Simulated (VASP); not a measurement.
# What goes wrong when the modes of ZnS (Sphalerite) are computed with a bad input

Some phonon runs on ZnS (Sphalerite) get a fault in the input on purpose. Which of them show, and how? The starting structure is a measured crystal structure from the Crystallography Open Database.

Calculated with VASP 6.6.1; Kohn-Sham DFT with plane waves and PAW; LDA.

**1. The starting structure**

The structure is cubic, space group F-43m (No. 216). The conventional cell has a = 5.409 Å, b = 5.409 Å, c = 5.409 Å, α = 90.00°, β = 90.00°, γ = 90.00°. Nearest to Zn lie 4 S at 2.34 Å. S has 4 Zn at 2.34 Å nearest. Farther neighbours and most contacts between anions are not listed.

As a file:

```cif
data_structure
_symmetry_space_group_name_H-M 'P 1'
_symmetry_Int_Tables_number 1
_cell_length_a 3.8250
_cell_length_b 3.8250
_cell_length_c 3.8250
_cell_angle_alpha 60.000
_cell_angle_beta 60.000
_cell_angle_gamma 60.000
_cell_volume 39.57
loop_
_atom_site_label
_atom_site_type_symbol
_atom_site_fract_x
_atom_site_fract_y
_atom_site_fract_z
_atom_site_occupancy
Zn1 Zn 0.00000 0.00000 0.00000 1
S2 S 0.75000 0.75000 0.75000 1
```

**2. Reference modes**

The cell comes from a relaxation at this level, not shown (37.22 Å³).

INCAR

```
SYSTEM = ZnS
PREC = Accurate
ENCUT = 450
EDIFF = 1E-08
NELM = 100
ISMEAR = 0
SIGMA = 0.03
LREAL = .FALSE.
ALGO = Normal
GGA = CA
NBANDS = 15
LORBIT = 11
LWAVE = .FALSE.
LCHARG = .FALSE.
KPAR = 8
IBRION = 8
LEPSILON = .TRUE.
LPEAD = .TRUE.
ISIF = 2
```

POSCAR

```
ZnS
1.0
    0.0000000000      2.6499951821      2.6499951821
    2.6499951821      0.0000000000      2.6499951821
    2.6499951821      2.6499951821      0.0000000000
Zn S
1 1
Direct
    0.0000000000      0.0000000000      0.0000000000
    0.7500000000      0.7500000000      0.7500000000
```

KPOINTS

```
Automatic mesh
0
Gamma
10 10 10
0 0 0
```

The projector-augmented-wave data sets are Zn and S (LDA family, release 64).

Run with:

```console
$ mpirun -np 8 vasp_std
```

What it wrote:

```text
[banner, memory and clock lines left out]
running    8 mpi-ranks, on    1 nodes
 distrk:  each k-point on    1 cores,    8 groups
 distr:  one band on    1 cores,    1 groups

 POSCAR found type information on POSCAR ZnS
 POSCAR found :  2 types and       2 ions
|                                                                             |
|           W    W    AA    RRRRR   N    N  II  N    N   GGGG   !!!           |
|           W    W   A  A   R    R  NN   N  II  NN   N  G    G  !!!           |
|           W    W  A    A  R    R  N N  N  II  N N  N  G       !!!           |
|           W WW W  AAAAAA  RRRRR   N  N N  II  N  N N  G  GGG   !            |
|           WW  WW  A    A  R   R   N   NN  II  N   NN  G    G                |
|           W    W  A    A  R    R  N    N  II  N    N   GGGG   !!!           |
|                                                                             |
|     For optimal performance we recommend to set                             |
|       NCORE = 2 up to number-of-cores-per-socket                            |
|     NCORE specifies how many cores store one orbital (NPAR=cpu/NCORE).      |
|     This setting can greatly improve the performance of VASP for DFT.       |
|     The default, NCORE=1 might be grossly inefficient on modern             |
|     multi-core architectures or massively parallel machines. Do your        |
|     Unfortunately you need to use the default for GW and RPA                |
|     calculations (for HF NCORE is supported but not extensively tested      |
|     yet).                                                                   |
|                                                                             |

 LDA part: xc-table for (Slater(with rela. corr.)+CA(PZ))
 , standard interpolation
 POSCAR, INCAR and KPOINTS ok, starting setup
 FFT: planning ... GRIDC
 FFT: planning ... GRID_SOFT
 FFT: planning ... GRID
 WAVECAR not read
 entering main loop
       N       E                     dE             d eps       ncg     rms          rms(c)
DAV:   1     0.832859400692E+02    0.83286E+02   -0.83120E+03  1418   0.132E+03
DAV:   2    -0.316079127406E+01   -0.86447E+02   -0.81556E+02  1627   0.253E+02
DAV:   3    -0.858658686259E+01   -0.54258E+01   -0.54022E+01  1795   0.645E+01
DAV:   4    -0.864441420184E+01   -0.57827E-01   -0.57815E-01  1634   0.690E+00
DAV:   5    -0.864516559085E+01   -0.75139E-03   -0.75137E-03  1865   0.774E-01    0.765E+00
DAV:   6    -0.824348269463E+01    0.40168E+00   -0.80641E-01  2091   0.338E+01    0.586E+00
DAV:   7    -0.821410822230E+01    0.29374E-01   -0.25328E-01  1683   0.538E+00    0.278E+00
DAV:   8    -0.820800206116E+01    0.61062E-02   -0.57265E-03  2067   0.131E+00    0.634E-01
DAV:   9    -0.820744595968E+01    0.55610E-03   -0.12103E-03  1592   0.268E-01    0.841E-02
DAV:  10    -0.820746124482E+01   -0.15285E-04   -0.87290E-05  1711   0.874E-02    0.219E-02
DAV:  11    -0.820745790522E+01    0.33396E-05   -0.10618E-05  2199   0.696E-02    0.408E-03
DAV:  12    -0.820745802917E+01   -0.12396E-06   -0.12768E-06  1704   0.115E-02    0.157E-03
DAV:  13    -0.820745803174E+01   -0.25711E-08   -0.43082E-08  1809   0.178E-03
   1 F= -.82074580E+01 E0= -.82074580E+01  d E =-.480795E-21
 Linear response reoptimize wavefunctions to high precision
DAV:   1    -0.820745803250E+01   -0.76125E-09   -0.21533E-09  1451   0.106E-03
DAV:   2    -0.820745803257E+01   -0.70486E-10   -0.78252E-10   992   0.222E-04
 Linear response to external field (no local field effect), progress :
  Direction:   1
       N       E                     dE             d eps       ncg     rms          rms(c)
RMM:   1    -0.636147122123E+00   -0.63615E+00   -0.24678E+00  1175   0.398E+00
RMM:   2    -0.664802034116E+00   -0.28655E-01   -0.14099E-02  1263   0.852E-01
RMM:   3    -0.665156005561E+00   -0.35397E-03   -0.60184E-04  1271   0.156E-01
RMM:   4    -0.665161248720E+00   -0.52432E-05   -0.30530E-05  1273   0.319E-02
RMM:   5    -0.665161300321E+00   -0.51600E-07   -0.27492E-06  1279   0.834E-03
RMM:   6    -0.665161312208E+00   -0.11887E-07   -0.27436E-07  1280   0.230E-03
RMM:   7    -0.665161312293E+00   -0.85596E-10   -0.16031E-08   922   0.608E-04
 change of polarisation eV/A/(eV/A) component  1 :     1.330     0.600     0.147
 dielectric tensor                  component  1 :     7.468     2.916     0.712
 Linear response to external field (no local field effect), progress :
  Direction:   2
       N       E                     dE             d eps       ncg     rms          rms(c)
RMM:   1    -0.671246471171E+00   -0.67125E+00   -0.26384E+00  1180   0.396E+00
RMM:   2    -0.702755434411E+00   -0.31509E-01   -0.14829E-02  1263   0.864E-01
RMM:   3    -0.703080897283E+00   -0.32546E-03   -0.57518E-04  1269   0.159E-01
RMM:   4    -0.703086549104E+00   -0.56518E-05   -0.44458E-05  1275   0.342E-02
RMM:   5    -0.703086557498E+00   -0.83943E-08   -0.35385E-06  1279   0.923E-03
RMM:   6    -0.703086571826E+00   -0.14327E-07   -0.41888E-07  1280   0.264E-03
RMM:   7    -0.703086570153E+00    0.16729E-08   -0.22357E-08   880   0.659E-04
 change of polarisation eV/A/(eV/A) component  2 :     0.600     1.406    -0.214
 dielectric tensor                  component  2 :     2.916     7.837    -1.038
 Linear response to external field (no local field effect), progress :
  Direction:   3
[...]
RMM:   2    -0.576056285027E+00   -0.26233E-01   -0.13907E-02  4594   0.824E-01    0.142E+00
RMM:   3    -0.540186227344E+00    0.35870E-01   -0.26955E-02  9670   0.862E-01    0.736E-01
RMM:   4    -0.545345137263E+00   -0.51589E-02   -0.15807E-02 10468   0.693E-01    0.183E-01
RMM:   5    -0.552152822092E+00   -0.68077E-02   -0.67030E-04  8909   0.173E-01    0.407E-02
RMM:   6    -0.552813143507E+00   -0.66032E-03   -0.68216E-05 10055   0.516E-02    0.183E-02
RMM:   7    -0.553053962424E+00   -0.24082E-03   -0.58568E-06  9231   0.153E-02    0.173E-03
RMM:   8    -0.553066540936E+00   -0.12579E-04   -0.30391E-07  9816   0.366E-03    0.892E-04
RMM:   9    -0.553064625896E+00    0.19150E-05   -0.42257E-09  9938   0.116E-03    0.320E-04
RMM:  10    -0.553067988610E+00   -0.33627E-05   -0.10338E-07  9122   0.337E-04    0.130E-04
RMM:  11    -0.553066551652E+00    0.14370E-05   -0.60289E-08  8326   0.148E-04    0.111E-05
RMM:  12    -0.553067118360E+00   -0.56671E-06   -0.26723E-08  5764   0.648E-05    0.253E-06
 change of polarisation eV/A/(eV/A) component  1 :     1.051     0.223     0.134
 dielectric tensor                  component  1 :     6.108     1.083     0.651
 Linear response to external field, progress :
  Direction:   2
       N       E                     dE             d eps       ncg     rms          rms(c)
RMM:   1    -0.549823189589E+00   -0.54982E+00   -0.20945E+00  4239   0.381E+00
RMM:   2    -0.576051929740E+00   -0.26229E-01   -0.13847E-02  4592   0.824E-01    0.142E+00
RMM:   3    -0.540185846929E+00    0.35866E-01   -0.26947E-02  9659   0.862E-01    0.736E-01
RMM:   4    -0.545340104905E+00   -0.51543E-02   -0.15744E-02 10461   0.693E-01    0.183E-01
RMM:   5    -0.552147269598E+00   -0.68072E-02   -0.62530E-04  8905   0.173E-01    0.407E-02
RMM:   6    -0.552812818457E+00   -0.66555E-03   -0.55779E-05 10054   0.517E-02    0.183E-02
RMM:   7    -0.553053516985E+00   -0.24070E-03   -0.25307E-06  9225   0.153E-02    0.173E-03
RMM:   8    -0.553066775206E+00   -0.13258E-04    0.62636E-08  9810   0.366E-03    0.887E-04
RMM:   9    -0.553065155157E+00    0.16200E-05    0.23509E-08  9943   0.116E-03    0.322E-04
RMM:  10    -0.553069532348E+00   -0.43772E-05   -0.33777E-08  9126   0.337E-04    0.130E-04
RMM:  11    -0.553069181460E+00    0.35089E-06   -0.91350E-09  8335   0.148E-04    0.113E-05
RMM:  12    -0.553067870400E+00    0.13111E-05    0.22744E-08  5799   0.646E-05    0.248E-06
 change of polarisation eV/A/(eV/A) component  2 :     0.197     1.051     0.114
 dielectric tensor                  component  2 :     0.956     6.108     0.553
 Linear response to external field, progress :
  Direction:   3
       N       E                     dE             d eps       ncg     rms          rms(c)
RMM:   1    -0.549798491449E+00   -0.54980E+00   -0.20942E+00  4238   0.381E+00
RMM:   2    -0.576055789259E+00   -0.26257E-01   -0.13934E-02  4594   0.824E-01    0.142E+00
RMM:   3    -0.540192049005E+00    0.35864E-01   -0.27018E-02  9693   0.862E-01    0.736E-01
RMM:   4    -0.545341936326E+00   -0.51499E-02   -0.15767E-02 10477   0.693E-01    0.183E-01
RMM:   5    -0.552147331584E+00   -0.68054E-02   -0.62542E-04  8905   0.173E-01    0.407E-02
RMM:   6    -0.552812661521E+00   -0.66533E-03   -0.56865E-05 10052   0.517E-02    0.183E-02
RMM:   7    -0.553054388249E+00   -0.24173E-03   -0.24885E-06  9230   0.153E-02    0.173E-03
RMM:   8    -0.553067360987E+00   -0.12973E-04    0.18641E-08  9817   0.366E-03    0.896E-04
RMM:   9    -0.553064961775E+00    0.23992E-05    0.14162E-08  9949   0.116E-03    0.321E-04
RMM:  10    -0.553068349412E+00   -0.33876E-05   -0.52566E-08  9117   0.338E-04    0.131E-04
RMM:  11    -0.553067997736E+00    0.35168E-06   -0.22258E-08  8334   0.148E-04    0.114E-05
RMM:  12    -0.553068342145E+00   -0.34441E-06   -0.10914E-08  5807   0.654E-05    0.259E-06
 change of polarisation eV/A/(eV/A) component  3 :     0.160     0.197     1.051
 dielectric tensor                  component  3 :     0.777     0.957     6.108
 Linear response DOF=           2
 Linear response progress:
  Degree of freedom:   1/  2
       N       E                     dE             d eps       ncg     rms          rms(c)
RMM:   1    -0.212613463423E+00   -0.21261E+00    0.83425E-05  7240   0.217E+00
RMM:   2    -0.210520594563E+00    0.20929E-02   -0.30347E-03  8221   0.468E-01    0.123E-01
RMM:   3    -0.210311336212E+00    0.20926E-03   -0.70270E-05  9666   0.679E-02    0.721E-02
RMM:   4    -0.210043554616E+00    0.26778E-03   -0.14492E-05  9540   0.266E-02    0.393E-03
RMM:   5    -0.210043229283E+00    0.32533E-06   -0.57813E-07 10082   0.465E-03    0.138E-03
RMM:   6    -0.210047830183E+00   -0.46009E-05    0.10730E-07  9986   0.144E-03    0.279E-04
RMM:   7    -0.210048261998E+00   -0.43181E-06    0.19830E-08 10136   0.365E-04    0.124E-04
RMM:   8    -0.210048254508E+00    0.74893E-08    0.19428E-08  9665   0.155E-04    0.306E-05
 first order change of Fermi-energy  -0.52558E-04
 force on displaced ion       1 direction 1 :  -6.804   0.000   0.000
 Born effective charge ion    1 direction 1 :   1.911   0.000   0.000
 Linear response progress:
  Degree of freedom:   2/  2
       N       E                     dE             d eps       ncg     rms          rms(c)
RMM:   1    -0.105178633318E+00   -0.10518E+00    0.52771E-02 12725   0.230E+00
RMM:   2    -0.102961702866E+00    0.22169E-02   -0.48322E-03  8296   0.671E-01    0.174E-01
RMM:   3    -0.103349640050E+00   -0.38794E-03   -0.33649E-04  8926   0.147E-01    0.867E-02
RMM:   4    -0.103738355799E+00   -0.38872E-03   -0.61011E-05  9029   0.533E-02    0.169E-02
RMM:   5    -0.103751451584E+00   -0.13096E-04   -0.66158E-06  9373   0.133E-02    0.951E-03
RMM:   6    -0.103735731077E+00    0.15721E-04   -0.12799E-06  9232   0.392E-03    0.468E-03
RMM:   7    -0.103738589325E+00   -0.28582E-05   -0.81364E-08  9256   0.130E-03    0.616E-04
RMM:   8    -0.103738731495E+00   -0.14217E-06   -0.26708E-08  9768   0.287E-04    0.123E-04
RMM:   9    -0.103738214896E+00    0.51660E-06   -0.50836E-09  9623   0.948E-05    0.419E-05
RMM:  10    -0.103738441119E+00   -0.22622E-06   -0.79726E-09  9495   0.397E-05    0.615E-06
RMM:  11    -0.103738436434E+00    0.46851E-08   -0.16210E-10  9599   0.184E-05    0.563E-06
 first order change of Fermi-energy   0.34040E-03
 force on displaced ion       2 direction 1 :  -6.722   0.000   0.000
 Born effective charge ion    2 direction 1 :  -1.912   0.000   0.000
 Born effective charges drift removed
 Linear response finished
```

Elapsed: 3.8 min, on 8 MPI ranks of AMD EPYC 7R43, shared host; peak memory 2.9 GiB.

Lines that name or quote the potential files are left out of all logs, and their timing lines are given in words.

OUTCAR, selected parts (step 2):

```text
ion  position               nearest neighbor table
   1  0.000  0.000  0.000-   2 2.29   2 2.29   2 2.29   2 2.29
   2  0.750  0.750  0.750-   1 2.29   1 2.29   1 2.29   1 2.29

  LATTYP: Found a face centered cubic cell.
 ALAT       =     5.2999903642

 Subroutine GETGRP returns: Found 24 space group operations
 (whereof 24 operations were pure point group operations)

The static configuration has the point symmetry T_d .

 Found     47 irreducible k-points:

   k-points           NKPTS =     47   k-points in BZ     NKDIM =     47   number of bands    NBANDS=     15

   dimension x,y,z NGX =    28 NGY =   28 NGZ =   28
   dimension x,y,z NGXF=    56 NGYF=   56 NGZF=   56

   ENCUT  =  450.0 eV  33.07 Ry    5.75 a.u.   6.48  6.48  6.48*2*pi/ulx,y,z

   NELECT =      18.0000    total number of electrons

 k-points in reciprocal lattice and weights: Automatic mesh
   0.00000000  0.00000000  0.00000000       0.001
   0.10000000  0.00000000  0.00000000       0.008
   0.20000000  0.00000000  0.00000000       0.008
   0.30000000  0.00000000  0.00000000       0.008
   0.40000000  0.00000000  0.00000000       0.008
   0.50000000  0.00000000  0.00000000       0.004
   0.10000000  0.10000000  0.00000000       0.006
   0.20000000  0.10000000  0.00000000       0.024
   0.30000000  0.10000000  0.00000000       0.024
[...]
-0.30000000  0.40000000  0.20000000       0.024
  -0.30000000  0.50000000  0.20000000       0.012

 average (electrostatic) potential at core
       1 -37.0595       2 -88.7706

  Total        0.0004306      0.0004306      0.0004306      0.0000000      0.0000000     -0.0000000
  in kB        0.0185342      0.0185342      0.0185342      0.0000000      0.0000000     -0.0000000
  external PRESSURE =       0.0185342 kB  Pullay stress =       0.0000000 kB

  energy-cutoff  :      450.00
  volume of cell :       37.22
      direct lattice vectors                 reciprocal lattice vectors
     0.000000000  2.649995182  2.649995182    -0.188679588  0.188679588  0.188679588
     2.649995182  0.000000000  2.649995182     0.188679588 -0.188679588  0.188679588
     2.649995182  2.649995182  0.000000000     0.188679588  0.188679588 -0.188679588

 POSITION                                       TOTAL-FORCE (eV/Angst)
 -----------------------------------------------------------------------------------
      0.00000      0.00000      0.00000         0.000000      0.000000      0.000000
      3.97499      3.97499      3.97499        -0.000000     -0.000000     -0.000000
 -----------------------------------------------------------------------------------
    total drift:                               -0.000001     -0.000001     -0.000001

 MACROSCOPIC STATIC DIELECTRIC TENSOR (including local field effects in DFT)
 ------------------------------------------------------
           6.107526     0.000000     0.000000
          -0.000000     6.107526    -0.000000
           0.000000     0.000000     6.107526
 ------------------------------------------------------

 PIEZOELECTRIC TENSOR (including local field effects)  for field in x, y, z        (C/m^2)
          XX          YY          ZZ          XY          YZ          ZX
  --------------------------------------------------------------------------------
  x     0.00000    -0.00000    -0.00000     0.00000     0.66134     0.00000
  y     0.00000    -0.00000     0.00000     0.00000     0.00000     0.66134
  z    -0.00000    -0.00000     0.00000     0.66134     0.00000     0.00000

 BORN EFFECTIVE CHARGES (including local field effects) (in |e|, cummulative output)
 ---------------------------------------------------------------------------------
 ion    1
    1     1.91221    -0.00000     0.00000
    2     0.00000     1.91221    -0.00000
    3    -0.00000     0.00000     1.91221
 ion    2
    1    -1.91221     0.00000     0.00000
    2    -0.00000    -1.91221     0.00000
    3     0.00000    -0.00000    -1.91221

 Eigenvectors and eigenvalues of the dynamical matrix
 ----------------------------------------------------

   1 f  =    8.755982 THz    55.015459 2PiTHz  292.068131 cm-1    36.211817 meV
             X         Y         Z           dx          dy          dz
      0.000000  0.000000  0.000000    -0.575959    0.000000    0.000000
      3.974993  3.974993  3.974993     0.817478    0.000000    0.000000

   2 f  =    8.755982 THz    55.015459 2PiTHz  292.068131 cm-1    36.211817 meV
             X         Y         Z           dx          dy          dz
      0.000000  0.000000  0.000000     0.000000   -0.575959    0.000000
      3.974993  3.974993  3.974993     0.000000    0.817478    0.000000

   3 f  =    8.755982 THz    55.015459 2PiTHz  292.068131 cm-1    36.211817 meV
             X         Y         Z           dx          dy          dz
      0.000000  0.000000  0.000000     0.000000    0.000000   -0.575959
      3.974993  3.974993  3.974993     0.000000    0.000000    0.817478

   4 f/i=    0.025119 THz     0.157826 2PiTHz    0.837874 cm-1     0.103883 meV
             X         Y         Z           dx          dy          dz
      0.000000  0.000000  0.000000    -0.817478    0.000000    0.000000
      3.974993  3.974993  3.974993    -0.575959    0.000000    0.000000

   5 f/i=    0.025119 THz     0.157826 2PiTHz    0.837874 cm-1     0.103883 meV
             X         Y         Z           dx          dy          dz
      0.000000  0.000000  0.000000     0.000000    0.817478    0.000000
      3.974993  3.974993  3.974993     0.000000    0.575959    0.000000

   6 f/i=    0.025119 THz     0.157826 2PiTHz    0.837874 cm-1     0.103883 meV
             X         Y         Z           dx          dy          dz
      0.000000  0.000000  0.000000     0.000000    0.000000    0.817478
      3.974993  3.974993  3.974993     0.000000    0.000000    0.575959

 MACROSCOPIC STATIC DIELECTRIC TENSOR IONIC CONTRIBUTION
 ------------------------------------------------------
           2.628500     0.000000    -0.000000
           0.000000     2.628500     0.000000
          -0.000000     0.000000     2.628500
 ------------------------------------------------------

 ELASTIC MODULI CONTR FROM IONIC RELAXATION (kBar)
 Direction    XX          YY          ZZ          XY          YZ          ZX
 --------------------------------------------------------------------------------
 XX          -0.0000      0.0000      0.0000     -0.0000      0.0000     -0.0000
 YY           0.0000     -0.0000     -0.0000     -0.0000     -0.0000     -0.0000
 ZZ           0.0000     -0.0000     -0.0000      0.0000     -0.0000     -0.0000
 XY          -0.0000     -0.0000      0.0000   -272.9859      0.0000     -0.0000
 YZ           0.0000     -0.0000     -0.0000      0.0000   -272.9859     -0.0000
 ZX          -0.0000     -0.0000     -0.0000     -0.0000     -0.0000   -272.9859
 --------------------------------------------------------------------------------

 PIEZOELECTRIC TENSOR IONIC CONTR  for field in x, y, z        (C/m^2)
          XX          YY          ZZ          XY          YZ          ZX
  --------------------------------------------------------------------------------
  x     0.00000    -0.00000    -0.00000     0.00000    -0.79707    -0.00000
  y    -0.00000    -0.00000    -0.00000    -0.00000    -0.00000    -0.79707
  z    -0.00000    -0.00000     0.00000    -0.79707     0.00000    -0.00000
```

Energies printed during the response cycles are not total energies of the cell.

Reference: the zone-centre mode is T2 292.1 cm⁻¹.

(Part 1 of 3 ends here.)

[Lines on the potential files, build, host, timing and source positions are cut from VASP's logs without a mark.]

[Logs are printed without paths, hosts, clocks, repeated set-up lines and the standing remarks that a program may print on its own settings, such as how far it seeks lower states.]

[Hosts, paths, dates, database ids (printed as entryN), source tags and the programs' standing remarks are cut or masked in the printed files.]
